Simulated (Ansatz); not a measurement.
The reference is KF in the rock salt structure (space group Fm-3m, No. 225; a = 5.307 Å). Axes: x, y, z lie along the cube axes.

The values are results of PBEsol, PAW, 420 eV (Ansatz, a quantum-chemistry and plane-wave program; without spin-orbit coupling), not measurements.

The change: every lattice vector is shortened by 3.00 %, atoms relaxed at fixed cell.

Problem. Predict the stress tensor and what it implies for the stiffness.

Solution. Stress of the strained cell less that of the base (GPa, compression positive):
```
   3.80    0.00    0.00
   0.00    3.80    0.00
   0.00    0.00    3.80
```

Then B = −ΔP/(ΔV/V₀) with ΔV/V₀ = -0.0873 gives secant stiffness values (nonlinear terms included at this strain): B ≈ 44 GPa.

As a check, the harmonic strain energy −½ V₀ Δσ:ε is 20 meV/atom; the computed energy rise is 18 meV/atom.

Stability against distortions was not tested.
